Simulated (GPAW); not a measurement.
**CdTe: equation of state with PBEsol**

**Experimental background.**

“Multiscale insight into the Cd1-xZnxTe vibrational-mechanical properties -- High-pressure experiments and ab initio calculations”, 2023, arxiv:2306.14539 quotes, for a powder of CdTe: bulk modulus 42 ± 2 GPa.

The system is CdTe.

```xyz
2
Lattice="0.0000 3.2050 3.2050 3.2050 0.0000 3.2050 3.2050 3.2050 0.0000" Properties=species:S:1:pos:R:3 pbc="T T T"
Te    1.6025    1.6025    1.6025
Cd    0.0000    0.0000    0.0000
```

```json
{"Program": "GPAW 26.7.0", "Task": "equation of state", "Functional": "PBEsol", "Potentials or basis": "PAW data sets generated in the run's folder for this functional", "Cutoff": "600 eV", "Basis": "pw", "k mesh": "6 × 6 × 6", "Occupations": "fermi-dirac, width 0.05 eV", "Spin": "no spin polarisation"}
```

* Equilibrium volume: 33.88 Å³/atom
* Bulk modulus: 42 GPa
* Pressure derivative of the bulk modulus: 4.8

Energy against volume, from the lowest point:
```tsv
volume (Å³/atom)	energy (meV/atom)
30.947	39.28
31.605	22.53
32.263	10.75
32.922	3.40
33.580	0.00
34.239	0.14
34.897	3.43
```

Wall time 100 s on 1 thread of Arm Neoverse V1, on a shared host, peak memory 0.26 GiB.

A measured bulk modulus of CdTe is 42 GPa (powder; quoted in “Multiscale insight into the Cd1-xZnxTe vibrational-mechanical properties -- High-pressure experiments and ab initio calculations”, 2023, arxiv:2306.14539); the calculated 42 GPa misses it by 0.0 %. The fit is for a static lattice scaled at fixed shape and fixed fractional positions.

The run has no spin-orbit coupling, so splittings on Te are missing.
